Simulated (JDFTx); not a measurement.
Crystal: Ir.

```xyz
1
Lattice="0.0000 1.9156 1.9156 1.9156 0.0000 1.9156 1.9156 1.9156 0.0000" Properties=species:S:1:pos:R:3 pbc="T T T"
Ir    0.0000    0.0000    0.0000
```

```yaml
Program: JDFTx 1.7.0 (patched build)
Task: relaxation of cell and atoms
Functional: PBE
Potentials_or_basis: Ansatz-NC-SR-PBE with smoothed tails
Cutoff: 925 eV
Density_cutoff: 3701 eV
k_mesh: 12 × 12 × 12
Occupations: fermi-dirac, width 0.05 eV
Spin: no spin polarisation
```

At the start: pressure 11.3 GPa; volume 14.06 Å³/atom.

Q: Where does the relaxation end?

A: Over 6 steps the energy falls by 14.6 meV/atom and the volume is 14.48 Å³/atom (+3.0 %); space group Fm-3m (No. 225, to 0.05 Å).

Step by step:
| step | energy change (eV) | largest force (eV/Å) | pressure (GPa) | volume (Å³) |
| --- | --- | --- | --- | --- |
| 1 | 0.0000 | 0.0000 | 11.28 | 14.06 |
| 2 | -0.0047 | 0.0000 | 9.17 | 14.13 |
| 3 | -0.0145 | 0.0000 | 0.79 | 14.45 |
| 4 | -0.0146 | 0.0000 | 0.10 | 14.48 |
| 5 | -0.0146 | 0.0000 | 0.01 | 14.48 |
| 6 | -0.0146 | 0.0000 | 0.00 | 14.48 |

Final structure:
```cif
data_structure
_symmetry_space_group_name_H-M 'P 1'
_symmetry_Int_Tables_number 1
_cell_length_a 2.7362
_cell_length_b 2.7362
_cell_length_c 2.7362
_cell_angle_alpha 60.000
_cell_angle_beta 60.000
_cell_angle_gamma 60.000
_cell_volume 14.48
loop_
_atom_site_label
_atom_site_type_symbol
_atom_site_fract_x
_atom_site_fract_y
_atom_site_fract_z
_atom_site_occupancy
Ir1 Ir 0.00000 0.00000 0.00000 1
```
